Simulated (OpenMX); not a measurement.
# FeO (Wuestite) under changes of volume

One of the cells (10.013 Å³/atom); the others are scaled copies at fixed shape and fractional positions:

```
CELL_PARAMETERS angstrom
0.00000 2.15540 2.15540
2.15540 0.00000 2.15540
2.15540 2.15540 0.00000
ATOMIC_POSITIONS crystal
Fe 0.00000 0.00000 0.00000
O 0.50000 0.50000 0.50000
```

- Program: OpenMX 3.8.5
- Functional: LDA
- Potentials or basis: OpenMX 2013 LDA set, Fe6.0H-s3p2d2, O6.0-s2p2d1, fixed grid of 35 × 35 × 35 points
- k mesh: 11 × 11 × 11
- Occupations: fermi-dirac, width 0.05 eV
- Spin: collinear spin, ferromagnetic start
- Starting moments: [3.0, 0.0] μB

```csv
volume (Å³/atom),energy over the lowest point (meV/atom),moment (μB per cell)
9.413,0.00,3.85
9.613,10.66,3.90
9.813,25.50,3.94
10.013,44.19,3.97
10.214,66.48,3.99
10.414,?,?
10.614,120.93,4.00
```

Problem. What does the run at 10.414 Å³/atom give?

Solution. Energy over the lowest point 92.16 meV/atom; moment 4.00 μB per cell.

Worked out: A Birch-Murnaghan fit of order 3 (a polynomial in V^(-2/3)) to the other rows has no minimum within the range. It gives 92.15 meV/atom at 10.414 Å³/atom, against the run's 92.16. A parabola through the other rows of the moment, of slope 0.0248 μB per Å³/atom there, gives 4.00 μB, against the run's 4.00.

Energies are extrapolated to zero smearing.

Caveats: the basis of atomic orbitals isn't converged, which shifts pressures, moduli and gaps; a cell with one magnetic atom can't hold antiferromagnetic order, which such compounds often take.
